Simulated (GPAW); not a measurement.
Here is a GPAW 26.7.0 calculation.

run.py

```python
from ase.eos import EquationOfState
from ase.io import Trajectory
from ase.spacegroup import crystal
from ase.units import GPa
from gpaw import GPAW, PW, setup_paths

setup_paths.insert(0, '.')

# Te 4c
# Cd 4a
atoms = crystal(['Te', 'Cd'],
                basis=[[0.25, 0.25, 0.25],
                       [0.0, 0.0, 0.0]],
                spacegroup=216, setting=1,  # F-43m
                cellpar=[6.41, 6.41, 6.41, 90.0, 90.0, 90.0],
                primitive_cell=True)

traj = Trajectory('eos.traj', 'w')
volumes, energies = [], []
for x in [0.94, 0.96, 0.98, 1.0, 1.02, 1.04, 1.06]:
    a = atoms.copy()
    a.set_cell(atoms.cell * x**(1 / 3), scale_atoms=True)
    calc = GPAW(mode=PW(600),
                xc='WC',
                kpts={'size': (6, 6, 6), 'gamma': True},
                occupations={'name': 'fermi-dirac', 'width': 0.05},
                nbands=18,
                convergence={'density': 1e-05, 'energy': 1e-05},
                maxiter=150,
                txt=f'eos-{x:.2f}.txt')
    a.calc = calc
    energies.append(a.get_potential_energy(force_consistent=True))
    volumes.append(a.get_volume())
    p = -a.get_stress()[:3].mean() / GPa
    calc.write(f'eos-{x:.2f}.gpw')
    traj.write(a)
    print(f'{x:.2f} {volumes[-1]:10.4f} A^3 {energies[-1]:14.6f} eV {p:9.3f} GPa', flush=True)

v0, e0, B = EquationOfState(volumes, energies, eos='birchmurnaghan').fit()
print(f'V0 = {v0:.4f} A^3, E0 = {e0:.6f} eV, B0 = {B / GPa:.2f} GPa')
```

Potentials or basis: PAW data sets generated in the run's folder for this functional, pw.

Run with:

```bash
$ gpaw-setup -f WC Cd Te
$ OMP_NUM_THREADS=1 python run.py
```

(1) Estimate the pressure derivative of the bulk modulus.

(2) Estimate the bulk modulus.

(3) Estimate the equilibrium volume.

Results:

(1) 4.8.

(2) 42 GPa.

(3) 33.90 Å³/atom.

**The experiment to reproduce.**

From “Multiscale insight into the Cd1-xZnxTe vibrational-mechanical properties -- High-pressure experiments and ab initio calculations”, 2023, arxiv:2306.14539, for a powder of CdTe: bulk modulus 42 ± 2 GPa.

A measured bulk modulus of CdTe is 42 GPa (powder; quoted in “Multiscale insight into the Cd1-xZnxTe vibrational-mechanical properties -- High-pressure experiments and ab initio calculations”, 2023, arxiv:2306.14539); the calculated 42 GPa misses it by +0.3 %. The fit is for a static lattice scaled at fixed shape and fixed fractional positions.
